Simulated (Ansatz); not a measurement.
## AlNi3 in Ansatz: the effect of functional

The system is AlNi3.

```
Ni Al
1.0
     3.54639    0.00000    0.00000
     0.00000    3.54639    0.00000
     0.00000    0.00000    3.54639
Ni Al
3 1
Cartesian
  1.7732 1.7732 0.0000
  1.7732 0.0000 1.7732
  0.0000 1.7732 1.7732
  0.0000 0.0000 0.0000
```

The cell is a database's computed one.

The cell isn't the ideal one: volume scaled by 1.02.

Alike in all runs:

| Quantity | Value |
| --- | --- |
| Program | Ansatz 0.2.0 |
| Task | single point |
| Potentials or basis | Ansatz PAW |
| k mesh | 8 × 8 × 8 |
| Occupations | fermi-dirac, width 0.05 eV |
| Spin | collinear spin, ferromagnetic start |
| Starting moments | [1.0, 1.0, 1.0, 0.0] μB |

| functional | cutoff | pressure (GPa) | moment (μB) |
| --- | --- | --- | --- |
| LDA | 420 eV (not typed: the program's choice for these potentials) | -10.9 | 0.52 |
| r2SCAN | 500 eV (not typed: the program's choice for these potentials) | ? | ? |
| PBE | 420 eV (not typed: the program's choice for these potentials) | 3.3 | 0.72 |

**Question.** What does the run with functional r2SCAN give?

**Answer.** Pressure -3.4 GPa; moment 0.88 μB.

Caveats: the PAW data sets come from PBE, with cores solved anew for the run's functional, which leaves a small shift of forces and pressure (some runs); the magnetic or orbital state may not be the lowest (some runs).
